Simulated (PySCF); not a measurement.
NMR data simulated for an unnamed compound:

1H NMR (400 MHz, computed): δ 2.74 (m, 4H), 1.61 (m, 2H), 1.29 (m, 4H), 0.12 (br s, 1H).

13C{1H} NMR (computed): δ 51.4 (CH2), 33.5 (CH2), 29.3 (CH2).

Theory: σ from GIAO-CAM-B3LYP/pcSseg-2, couplings computed with B3LYP/pcJ-1 (spin–dipole term only in couplings to heteroatoms), geometry: PBE0-D3(BJ)/def2-SVP, in PySCF (rapidly exchanging positions averaged, isolated molecule, relativity neglected, one conformer).

δ = σ(ref) − σ, references computed at the same level: 1H (σ = 31.34 ppm) and 13C (σ = 182.55 ppm) against TMS.

Question: Which of these does the molecule contain: an ester, an NH or NH2 group, a carboxylic acid, a benzene ring?

Answer: 
- An ester: no.
- An NH or NH2 group: yes (δH 0.12 (br s)).
- A carboxylic acid: no.
- A benzene ring: no.

The data belong to Piperidine, C$_{5}$H$_{11}$N; they needn't prove each group on their own.

Carbon signals by region: 1 at 50–100 ppm, 2 below 50 ppm.

OH and NH positions are those of a molecule without intermolecular hydrogen bonds; in solution they move with solvent, concentration and temperature, and exchange usually removes their couplings. Splittings below 1 Hz are ignored in the labels, and close J values are merged. Couplings among chemically equivalent protons are left out too, so labels in AA′BB′ or AA′XX′ sets are apparent multiplicities. Unscaled 3J(H,H) at this level run about 10 % above measured values. Shifts are as computed, not scaled to solution data. Of 1211 compounds with measured shifts, 218 miss one by over three times the rms of a fit or turn the order of signals round; such compounds aren't used in these exercises. Couplings to exchangeable protons are dropped.
